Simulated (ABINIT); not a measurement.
Input of an ABINIT 10.8.3 (patched build) run:

File run.abi:

```
pp_dirpath "./"
pseudos "Sn.upf, O.upf"

acell 7.2068394886 7.2068394886 9.2349277318
rprim
     1.0000000000     0.0000000000     0.0000000000
     0.0000000000     1.0000000000     0.0000000000
     0.0000000000     0.0000000000     1.0000000000
ntypat 2
znucl 50 8
natom 4
typat 1 1 2 2
chkprim 0
chksymtnons 0
tolsym 1.0e-6
xred
            1/2            0.0   0.7646261400
            0.0            1/2   0.2353738600
            0.0            0.0            0.0
            1/2            1/2            0.0

ecut 1142.878222 eV
ecutsm 0.5

kptopt 1
ngkpt 5 5 4
nshiftk 1
shiftk 0.0 0.0 0.0

ixc 7

nband 24
occopt 3
tsmear 0.05 eV

nstep 80
tolvrs 1.0e-12

iomode 3
prteig 0
prtebands 0
prtwf 0
prtden 0

ionmov 2
optcell 2
ntime 50
tolmxf 2.0e-5
dilatmx 1.08
```

Potentials or basis: PseudoDojo NC SR LDA v0.4.1 standard.

The run is started by

```bash
$ abinit run.abi > log 2>&1
```

Q: Predict the band gap on the k mesh.

A: 0.30 eV, indirect (least direct gap 1.96 eV).

Q: Predict the relaxed volume.

A: 16.60 Å³/atom.

Q: Estimate the relaxed cell.

A: a = 3.775 Å, b = 3.775 Å, c = 4.660 Å, α = 90.00°, β = 90.00°, γ = 90.00°.

Q: Predict the space group after relaxing (to 0.05 Å).

A: P4/nmm (No. 129).

Final structure:
```cif
data_structure
_symmetry_space_group_name_H-M 'P 1'
_symmetry_Int_Tables_number 1
_cell_length_a 3.7754
_cell_length_b 3.7754
_cell_length_c 4.6599
_cell_angle_alpha 90.000
_cell_angle_beta 90.000
_cell_angle_gamma 90.000
_cell_volume 66.42
loop_
_atom_site_label
_atom_site_type_symbol
_atom_site_fract_x
_atom_site_fract_y
_atom_site_fract_z
_atom_site_occupancy
Sn1 Sn 0.50000 0.00000 0.75462 1
Sn2 Sn 0.00000 0.50000 0.24538 1
O1 O 0.00000 0.00000 0.00000 1
O2 O 0.50000 0.50000 0.00000 1
```

Caveat: spin-orbit coupling is left out, which moves the levels of the heavy elements; an odd mesh through Γ misses points on the zone boundary, where band edges often lie.
